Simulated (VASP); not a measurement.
## Zr under changes of volume

One of the cells (24.193 Å³/atom); the others are scaled copies at fixed shape and fractional positions:

```
Zr
1.0
    -1.82199    1.82199    1.82199
     1.82199   -1.82199    1.82199
     1.82199    1.82199   -1.82199
Zr
1
Cartesian
  0.0000 0.0000 0.0000
```

This isn't the form of Zr at room conditions, which is hcp.

| Quantity | Value |
| --- | --- |
| Program | VASP 6.6.1 |
| Functional | PBE |
| Potentials or basis | VASP PAW PBE potentials, release 64 (Zr_sv) |
| Cutoff | 520 eV |
| k mesh | 10 × 10 × 10 |
| Occupations | fermi-dirac, width 0.05 eV |
| Spin | no spin polarisation |

```csv
volume (Å³/atom),energy over the lowest point (meV/atom),pressure (GPa)
22.296,2.05,1.7
22.770,0.00,-0.1
23.245,3.14,-1.8
24.193,?,?
24.668,38.66,-6.1
25.142,58.36,-7.3
```

Problem. What does the run at 24.193 Å³/atom give?

Solution. Energy over the lowest point 22.75 meV/atom; pressure -4.8 GPa.

Worked out: A Birch-Murnaghan fit of order 3 (a polynomial in V^(-2/3)) to the other rows has its minimum at 22.71 Å³/atom with B0 = V·E''(V) = 81 GPa (rough, since the energies scatter). It gives 22.70 meV/atom at 24.193 Å³/atom, against the run's 22.75, and -dE/dV = -4.7 GPa, against -4.8.

Energies are extrapolated to zero smearing.
